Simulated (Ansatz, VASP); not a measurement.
**Two plane-wave programs on ZnO**

```
Zn O
1.0
     3.21006    0.00000    0.00000
    -1.60503    2.77999    0.00000
     0.00000    0.00000    5.17616
Zn O
2 2
Direct
  0.33333 0.66667 0.00145
  0.66667 0.33333 0.50145
  0.33333 0.66667 0.38065
  0.66667 0.33333 0.88065
```

Alike in both runs: task relaxation of shape and atoms at fixed volume; functional PBEsol; k mesh 8 × 8 × 6; occupations gaussian, width 0.05 eV; no spin polarisation.

|  | VASP | Ansatz |
| --- | --- | --- |
| version | VASP 6.6.1 | Ansatz 0.2.0 |
| potentials or method | VASP PAW PBE potentials, release 64 (Zn, O) | scalar-relativistic, plane waves, PAW |
| plane-wave cutoff (eV) | 600 | 420 |
| valence electrons in the cell | 36 | 36 |

```csv
,VASP,Ansatz,Ansatz less VASP
"gap on the k mesh at the Fermi level, each at its own relaxed structure (eV)",0.72,0.73,+0.012
relaxed volume (Å³/atom),11.55,11.55,0.000
relaxed cell length with the largest relative difference (Å),3.210,3.210,0.0000
```

Caveats: the relaxation stopped at its first step, so nothing moved; the PAW data sets were made with another functional, which shifts forces and pressure a little (VASP). Expect the measured gap to be larger: semilocal functionals such as PBEsol lack the derivative discontinuity.
